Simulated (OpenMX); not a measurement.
Runs of OpenMX 3.8.5 on Sn. It takes space group Fd-3m (No. 227, cubic). Conventional cell: a = 6.467 Å, b = 6.467 Å, c = 6.467 Å, α = 90.00°, β = 90.00°, γ = 90.00°. Sn (site symmetry -43m) has 4 Sn at 2.80 Å as nearest neighbours. This isn't the form of Sn at room conditions, which is tetragonal (white tin).

```csv
cell,gap on the mesh (eV),pressure (GPa),largest force (eV/Å)
"Fd-3m, 33.8 Å³/atom",none,2.7,-
"I4_1/amd, 31.15 Å³/atom",none,7.5,0.02
"I4_1/amd, 36.56 Å³/atom",none,(a),0.02
"I4_1/amd, 35.17 Å³/atom",none,1.3,0.02
"I4_1/amd, 32.46 Å³/atom",none,(b),0.02
```

Alike in all rows: task single point; level PBE; potentials or basis OpenMX 2013 PBE set, Sn7.0-s3p2d2, grid cutoff 500 Ry; no spin polarisation; k mesh 5 × 5 × 5; smearing fermi-dirac 0.05 eV.

Problem. Estimate the missing entries.

Solution. (a) 0.5; (b) 4.7.

Caveats: the basis has few d functions beyond the semicore shells, which can make volumes several per cent too large; the basis of atomic orbitals isn't converged, which shifts pressures, moduli and gaps.

A k mesh can miss the band edges, and the runs leave out spin-orbit coupling on Sn.

A gap of «none» marks a metal or a gap under the smearing width.
